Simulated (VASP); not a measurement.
Computed with PBE GGA, VASP's PBE PAW potentials (set 64) (plane waves; VASP).

VASP input:

**INCAR**
```
SYSTEM = InN
PREC = Accurate
ENCUT = 450
EDIFF = 1E-6
NELM = 100
ALGO = Normal
LREAL = .FALSE.
LASPH = .TRUE.
ISMEAR = 1
SIGMA = 0.1
GGA = PE
LMAXMIX = 4
LWAVE = .FALSE.
LCHARG = .FALSE.
IBRION = 2
ISIF = 3
NSW = 60
EDIFFG = -0.01
```

### KPOINTS
```
Automatic mesh
0
Gamma
11 11 11
```

File POSCAR:
```
InN
1.0
  0.0000000000   2.5212220747   2.5212220747
  2.5212220747   0.0000000000   2.5212220747
  2.5212220747   2.5212220747   0.0000000000
In N
1 1
Direct
  0.0000000000   0.0000000000   0.0000000000
  0.2500000000   0.2500000000   0.2500000000
```

POTCAR, in this order: In_d N (PBE.64 set). Program: vasp_std.

What VASP printed:

File OSZICAR:
```
       N       E                     dE             d eps       ncg     rms          rms(c)
DAV:   1     0.121942254405E+03    0.12194E+03   -0.84831E+03  1464   0.166E+03
DAV:   2    -0.300859006888E+01   -0.12495E+03   -0.11878E+03  1681   0.350E+02
DAV:   3    -0.126733969053E+02   -0.96648E+01   -0.94616E+01  1729   0.102E+02
DAV:   4    -0.129134335168E+02   -0.24004E+00   -0.23982E+00  1669   0.177E+01
DAV:   5    -0.129231494737E+02   -0.97160E-02   -0.97156E-02  1983   0.327E+00    0.974E+00
DAV:   6    -0.107378905295E+02    0.21853E+01   -0.83230E+00  2194   0.500E+01    0.551E+00
DAV:   7    -0.107039546123E+02    0.33936E-01   -0.57404E-01  1512   0.965E+00    0.218E+00
DAV:   8    -0.106916155699E+02    0.12339E-01   -0.95864E-02  1736   0.306E+00    0.579E-01
DAV:   9    -0.106881530723E+02    0.34625E-02   -0.89303E-03  2272   0.183E+00    0.216E-01
DAV:  10    -0.106886296893E+02   -0.47662E-03   -0.15790E-03  1521   0.366E-01    0.809E-02
DAV:  11    -0.106886716261E+02   -0.41937E-04   -0.65146E-05  1892   0.794E-02    0.208E-02
DAV:  12    -0.106886712415E+02    0.38456E-06   -0.28800E-05  1701   0.571E-02    0.126E-02
DAV:  13    -0.106886704261E+02    0.81544E-06   -0.35506E-06  1764   0.354E-02
   1 F= -.10688670E+02 E0= -.10688711E+02  d E =-.106887E+02
       N       E                     dE             d eps       ncg     rms          rms(c)
DAV:   1    -0.106899108243E+02   -0.12396E-02   -0.31144E-02  1776   0.457E+00    0.261E-01
DAV:   2    -0.106888574121E+02    0.10534E-02   -0.21905E-03  1756   0.128E+00    0.793E-02
DAV:   3    -0.106886932636E+02    0.16415E-03   -0.41851E-04  1856   0.734E-01    0.293E-02
DAV:   4    -0.106886851624E+02    0.81012E-05   -0.49034E-05  2204   0.999E-02    0.365E-02
DAV:   5    -0.106886844291E+02    0.73332E-06   -0.12060E-06   910   0.116E-02
   2 F= -.10688684E+02 E0= -.10688725E+02  d E =-.140030E-04
       N       E                     dE             d eps       ncg     rms          rms(c)
DAV:   1    -0.106889024761E+02   -0.21731E-03   -0.51147E-03  1756   0.187E+00    0.110E-01
DAV:   2    -0.106887250781E+02    0.17740E-03   -0.36923E-04  1741   0.523E-01    0.331E-02
DAV:   3    -0.106886985978E+02    0.26480E-04   -0.69242E-05  1866   0.297E-01    0.114E-02
DAV:   4    -0.106886988609E+02   -0.26307E-06   -0.77533E-06  1684   0.396E-02
   3 F= -.10688699E+02 E0= -.10688740E+02  d E =-.284348E-04
```

File OUTCAR:
```
------------------------ aborting loop because EDIFF is reached ----------------------------------------
  FORCE on cell =-STRESS in cart. coord.  units (eV):
  Direction    XX          YY          ZZ          XY          YZ          ZX
  --------------------------------------------------------------------------------------
  Total        0.0031472      0.0031472      0.0031472      0.0000000      0.0000000      0.0000000
  in kB        0.1570587      0.1570587      0.1570587      0.0000000      0.0000000      0.0000000
  external PRESSURE =       0.1570587 kB  Pullay stress =       0.0000000 kB
  volume of cell :       32.11
      direct lattice vectors                 reciprocal lattice vectors
     0.000000000  2.522607256  2.522607256    -0.198207628  0.198207628  0.198207628
     2.522607256 -0.000000000  2.522607256     0.198207628 -0.198207628  0.198207628
     2.522607256  2.522607256  0.000000000     0.198207628  0.198207628 -0.198207628
 POSITION                                       TOTAL-FORCE (eV/Angst)
 -----------------------------------------------------------------------------------
      0.00000      0.00000      0.00000         0.000000      0.000000      0.000000
      1.26130      1.26130      1.26130        -0.000000     -0.000000     -0.000000
 -----------------------------------------------------------------------------------
    total drift:                               -0.000000     -0.000000     -0.000000
  FREE ENERGIE OF THE ION-ELECTRON SYSTEM (eV)
  ---------------------------------------------------
  free  energy   TOTEN  =       -10.6886988609 eV

  energy  without entropy=      -10.6888216674  energy(sigma->0) =      -10.68873980

 reached required accuracy - stopping structural energy minimisation
```
(Selected blocks of OUTCAR.)

**CONTCAR**
```
InN
   1.00000000000000
     0.0000000000000000    2.5226072564884068    2.5226072564884068
     2.5226072564884068   -0.0000000000000000    2.5226072564884068
     2.5226072564884068    2.5226072564884068    0.0000000000000000
  In              N
     1     1
Direct
     0.0000000000000000    0.0000000000000000    0.0000000000000000
     0.2500000000000000    0.2500000000000000    0.2500000000000000
```

At this cut-off the stress carries a Pulay error, which pulls relaxed volumes low.

The compound is InN in the zinc blende structure, a metastable form; wurtzite is the usual one. This run relaxes it. Symmetry was kept, so distortions that lower it aren't found. The start is the result of an earlier pass.
